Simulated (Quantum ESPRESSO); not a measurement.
# NiSi2 and the effect of the choice of potentials or basis

The cell as given:

It takes space group Fm-3m (No. 225, cubic). Conventional cell: a = 5.406 Å, b = 5.406 Å, c = 5.406 Å, α = 90.00°, β = 90.00°, γ = 90.00°. Around Ni (site symmetry m-3m) lie 8 Si at 2.34 Å. Around Si (site symmetry -43m) lie 4 Ni at 2.34 Å.

Kept alike: task relaxation of cell and atoms; functional PBEsol; k mesh 9 × 9 × 9; occupations fermi-dirac, width 0.05 eV; collinear spin, ferromagnetic start. Program: Quantum ESPRESSO. Cutoffs run from 612 to 1415 eV. The mesh is that of the run's cell of 3 atoms. No spin-orbit coupling.

| choice of potentials or basis | volume (Å³/atom) |
| --- | --- |
| GBRV 1.5 PBEsol | 13.100 |
| PseudoDojo 0.4 SR PBEsol stringent | 13.084 |
| PseudoDojo 0.4.1 SR PBEsol standard | 13.086 |

The relaxations keep at least the cell's symmetry (Fm-3m). For a metal such a mesh leaves the last digits unconverged. Relaxations stop with a little pressure left, so the last digits of a volume or edge aren't settled. The moments vanished: the runs ended non-magnetic.

What does the choice of potentials or basis change here?

The volume runs from 13.084 (PseudoDojo 0.4 SR PBEsol stringent) to 13.100 Å³/atom (GBRV 1.5 PBEsol).
